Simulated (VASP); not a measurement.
Write the native input for VASP 6.6.1 that does the following.

- Task: single point
- Functional: PBE
- Potentials or basis: VASP PAW PBE potentials, release 64 (Se)
- Cutoff: 520 eV
- k mesh: 10 × 10 × 4
- Occupations: gaussian, width 0.02 eV
- Spin: no spin polarisation
- Dipole correction: no
- Further INCAR settings: ALGO = Fast; EDIFF = 1e-06; NBANDS = 27

The structure of Se lies in POSCAR:

```
Se
1.0
    2.9594825421     -2.9436580381     -0.0239054126
    2.9594825421      2.9436580381     -0.0239054126
   -2.4197232362      0.0000000000     10.0746169677
Se
6
Direct
    0.1173066937      0.4601665576      0.4030272328
    0.5398334424      0.8826933063      0.0969727672
    0.8826933063      0.5398334424      0.5969727672
    0.4601665576      0.1173066937      0.9030272328
    0.0000000000      0.5000000000      0.0000000000
    0.5000000000      0.0000000000      0.5000000000
```

The cell was built by a generator and needn't be a form met in nature.

One way to write it, as run:

INCAR

```
SYSTEM = Se
PREC     = Accurate       ! precision mode
ENCUT    = 520            ! plane-wave cutoff, eV
EDIFF    = 1E-6           ! SCF threshold, eV
ISMEAR   = 0              ! smearing method
SIGMA    = 0.02           ! smearing width, eV
LREAL    = .FALSE.        ! projectors in reciprocal space
LASPH    = .TRUE.         ! aspherical terms in the spheres
NELM     = 100            ! most SCF steps
ALGO     = Fast           ! electronic algorithm
ISIF     = 2              ! what is computed and relaxed
LWAVE    = .FALSE.        ! write WAVECAR
LCHARG   = .TRUE.         ! write CHGCAR
GGA      = PE             ! functional
LELF     = .TRUE.         ! ELF
LVHAR    = .TRUE.       
NBANDS   = 27             ! bands
```

KPOINTS

```
regular mesh
0
G
  10 10 4
  0 0 0
```

Potentials or basis: VASP PAW PBE potentials, release 64 (Se).

Command:

```bash
$ cat potpaw_PBE.64/Se/POTCAR > POTCAR
$ mpirun -np 1 vasp_std > vasp.out
```

Results of the run:

```
Pressure               : 0.0 GPa
Largest force          : 0.020 eV/Å
Band gap on the k mesh : 0.48 eV, indirect (least direct gap 1.14 eV)
```

Caveat: this functional lacks dispersion, which binds the layers, so the pressure and a relaxed spacing across them are unreliable.

Run time: 2.7 min on 1 thread of Intel(R) Xeon(R) 6975P-C (Granite Rapids), on a shared host, peak memory 0.52 GiB.
